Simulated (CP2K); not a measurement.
**Cd under changes of volume**

One of the cells (22.724 Å³/atom); the others are scaled copies at fixed shape and fractional positions:

```xyz
1
Lattice="3.0905 0.0000 0.0000 -1.0302 2.9138 0.0000 -1.0302 -1.4569 2.5234" Properties=species:S:1:pos:R:3 pbc="T T T"
Cd    0.0000    0.0000    0.0000
```

This isn't the form of Cd at room conditions, which is hcp.

| Item | Value |
| --- | --- |
| Program | CP2K 2026.2 |
| Functional | PBE |
| Potentials or basis | POTENTIAL_UZH Cd GTH-PBE-q12; TZVP-MOLOPT-PBE-GTH basis |
| Density cutoff | 6123 eV |
| k mesh | 10 × 10 × 10 |
| Occupations | fermi-dirac, width 0.05 eV |
| Spin | no spin polarisation |

```tsv
volume (Å³/atom)	energy over the lowest point (meV/atom)	pressure (GPa)
21.360	25.93	4.5
21.815	15.29	3.2
22.269	?	?
22.724	3.19	1.3
23.178	0.63	0.5
23.633	0.00	-0.2
24.087	1.17	-0.8
```

What does the run at 22.269 Å³/atom give?

Energy over the lowest point 7.92 meV/atom; pressure 2.2 GPa.

Worked out: A Birch-Murnaghan fit of order 3 (a polynomial in V^(-2/3)) to the other rows has its minimum at 23.55 Å³/atom with B0 = V·E''(V) = 31 GPa (rough, since the energies scatter). It gives 7.91 meV/atom at 22.269 Å³/atom, against the run's 7.92, and -dE/dV = 2.1 GPa, against 2.2.

Energies are extrapolated to zero smearing.

Caveats: the basis of atomic orbitals isn't converged, which shifts pressures, moduli and gaps.
